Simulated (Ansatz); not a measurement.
Crystal: NaF (Villiaumite).

```
Na F
1.0
     0.00000    2.32000    2.32000
     2.32000    0.00000    2.32000
     2.32000    2.32000    0.00000
Na F
1 1
Direct
  0.00000 0.00000 0.00000
  0.50000 0.50000 0.50000
```

Base run:

* Program: Ansatz 0.2.0
* Functional: PBEsol
* Potentials or basis: all-electron LAPW, scalar-relativistic
* Cutoff: 262 eV
* Density cutoff: 1049 eV
* Basis error allowed: 0.001 eV/atom
* k mesh: 10 × 10 × 10
* Occupations: fermi-dirac, width 0.05 eV
* Spin: no spin polarisation

Its results: band gap on the k mesh 6.15 eV, direct; pressure -0.3 GPa.

Problem. The run is repeated on the same cell with these changes: functional from PBEsol to PBE; occupations from fermi-dirac, width 0.05 eV to gaussian, width 0.1 eV. What comes out?

Solution. Band gap on the k mesh 6.29 eV, direct; pressure 1.9 GPa.

A k mesh can miss the band edges.

Not every run made on this cell is shown here.
